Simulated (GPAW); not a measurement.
The system is Ge.

```xyz
4
Lattice="4.0504 0.0000 0.0000 -2.0252 3.5078 0.0000 0.0000 0.0000 10.9934" Properties=species:S:1:pos:R:3 pbc="T T T"
Ge    2.0252    1.1693    4.5606
Ge    0.0000    2.3385   10.0573
Ge    0.0000    0.0000    5.2488
Ge    0.0000    0.0000   10.7455
```

This isn't the form of Ge at room conditions, which is diamond.

* Program: GPAW 26.7.0
* Task: relaxation of cell and atoms
* Functional: PBEsol
* Dispersion: D3
* Potentials or basis: PAW data sets generated in the run's folder for this functional
* Cutoff: 600 eV
* Basis: pw
* k mesh: 7 × 7 × 2
* Occupations: fermi-dirac, width 0.05 eV
* Spin: no spin polarisation

At the start: pressure -1.8 GPa; volume 39.05 Å³/atom.

Task: Where does the relaxation end?

Result: Over 32 steps the energy falls by 461.3 meV/atom and the volume is 19.10 Å³/atom (-51.1 %); space group P6_3/mmc (No. 194, to 0.05 Å).

The path:
| step | energy change (eV) | largest force (eV/Å) | pressure (GPa) | volume (Å³) |
| --- | --- | --- | --- | --- |
| 1 | 0.0000 | 0.1235 | -1.76 | 156.19 |
| 2 | -0.0087 | 0.0986 | -1.59 | 155.48 |
| 3 | -0.0398 | 0.0944 | -0.14 | 149.84 |
| 4 | -0.0408 | 0.0794 | -0.23 | 149.98 |
| 5 | -0.0469 | 0.0043 | -0.52 | 149.69 |
| 6 | -0.0571 | 0.1076 | -0.77 | 147.70 |
| 7 | -0.0785 | 0.2952 | -0.98 | 141.71 |
| 8 | -0.1109 | 0.4627 | -1.05 | 133.30 |
| 9 | -0.1624 | 0.4835 | -1.09 | 125.56 |
| 10 | -0.2504 | 0.3986 | -1.09 | 118.48 |
| 11 | -0.3646 | 0.3323 | -1.05 | 112.02 |
| 12 | -0.5013 | 0.2294 | -1.01 | 106.15 |
| 13 | -0.6665 | 0.0672 | -0.94 | 100.83 |
| 14 | -0.8649 | 0.1645 | -0.86 | 96.04 |
| 15 | -1.1206 | 0.3468 | -0.80 | 91.92 |
| 16 | -1.3216 | 0.3910 | -0.75 | 87.97 |
| 17 | -1.4098 | 0.4181 | -0.25 | 83.98 |
| 18 | -1.4148 | 0.4190 | -0.03 | 83.42 |
| 19 | -1.4394 | 0.3960 | 0.81 | 81.51 |
| 20 | -1.4795 | 0.4076 | 1.99 | 79.01 |
| 21 | -1.6632 | 0.5652 | 4.29 | 74.19 |
| 22 | -1.6829 | 0.0013 | 8.48 | 69.87 |
| 23 | -1.7510 | 0.4466 | 4.27 | 73.16 |
| 24 | -1.7762 | 0.3430 | 3.78 | 73.32 |
| 25 | -1.8081 | 0.1038 | 2.49 | 74.12 |
| 26 | -1.8201 | 0.0496 | 1.06 | 75.28 |
| 27 | -1.8241 | 0.0425 | 0.46 | 75.83 |
| 28 | -1.8334 | 0.0304 | -0.42 | 76.71 |
| 29 | -1.8408 | 0.0154 | -0.95 | 77.41 |
| 30 | -1.8429 | 0.0044 | -0.35 | 76.69 |
| 31 | -1.8445 | 0.0009 | -0.19 | 76.55 |
| 32 | -1.8452 | 0.0005 | -0.01 | 76.39 |

Final structure:
```
CELL_PARAMETERS angstrom
3.77129 0.00000 0.00000
-1.88565 3.26604 0.00000
0.00000 0.00000 6.20216
ATOMIC_POSITIONS crystal
Ge 0.66667 0.33333 0.32114
Ge 0.33333 0.66667 0.82114
Ge 0.00000 0.00000 0.57116
Ge 0.00000 0.00000 0.07116
```

Caveat: later steps reuse the first step's grids; the volume moved by over 15 % at a fixed basis, so the end points are rough; pairwise dispersion overbinds metals, which lowers pressure and volume.
